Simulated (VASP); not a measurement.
GaSb:

```xyz
2
Lattice="0.0000 3.0590 3.0590 3.0590 0.0000 3.0590 3.0590 3.0590 0.0000" Properties=species:S:1:pos:R:3 pbc="T T T"
Sb    4.5885    4.5885    4.5885
Ga    0.0000    0.0000    0.0000
```

| Quantity | Value |
| --- | --- |
| Program | VASP 6.6.1 |
| Task | relaxation of cell and atoms |
| Functional | vdW-DF2 |
| Potentials or basis | VASP PAW PBE potentials, release 64 (Sb, Ga_d) |
| Cutoff | 600 eV |
| k mesh | 8 × 8 × 8 |
| Occupations | fermi-dirac, width 0.05 eV |
| Spin | no spin polarisation |

At the start: pressure 6.7 GPa; volume 28.62 Å³/atom.

Problem. Where does the relaxation end?

Solution. Over 3 steps the energy falls by 79.7 meV/atom and the volume is 32.99 Å³/atom (+15.2 %); space group F-43m (No. 216, to 0.05 Å).

Step by step:
```
step  energy change (eV)  largest force (eV/Å)  pressure (GPa)  volume (Å³)
   1              0.0000                0.0000            6.72        57.25
   2             -0.1549                0.0000           -0.77        67.78
   3             -0.1594                0.0000            0.04        65.98
```

Final structure:
```
Sb Ga
1.0
     0.00000    3.20719    3.20719
     3.20719    0.00000    3.20719
     3.20719    3.20719    0.00000
Sb Ga
1 1
Direct
  0.75000 0.75000 0.75000
  0.00000 0.00000 0.00000
```

Caveat: the volume moved by over 15 % at a fixed basis, so the end points are rough; the PAW data sets were made with another functional, which shifts forces and pressure a little; the volume moved by +15 % from the deposited cell, more than functionals usually miss.
